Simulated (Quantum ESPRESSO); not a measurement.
Runs of Quantum ESPRESSO 7.5 on BN. Symmetry: P6_3mc, No. 186, hexagonal system. Conventional cell: a = 2.554 Å, b = 2.554 Å, c = 4.227 Å, α = 90.00°, β = 90.00°, γ = 120.00°. Around N (site symmetry 3m) lie 4 B at 1.57 to 1.58 Å. B (site symmetry 3m) is surrounded by 4 N at 1.57 to 1.58 Å. Measurements of this composition are mostly on another form, of space group No. 194.

```csv
k mesh,mesh quality,pressure (GPa),largest force (eV/Å)
"12 × 12 × 6, shifted",not flagged,-0.1,0.02
"4 × 4 × 2, shifted",coarse,(a),0.03
"16 × 16 × 8, shifted",not flagged,-0.1,0.02
"6 × 6 × 4, shifted",coarse,-0.1,0.02
"8 × 8 × 4, shifted",not flagged,-0.1,0.02
"10 × 10 × 6, shifted",not flagged,-0.1,0.02
```

Alike in all rows: task dielectric tensor; level PBE; potentials or basis GBRV 1.5 PBE; no spin polarisation; cell as given; cutoff (eV) 612; smearing fermi-dirac 0.05 eV.

Question: Estimate the missing entries.

Answer: (a) 0.1.

Caveats: some runs use coarse meshes.
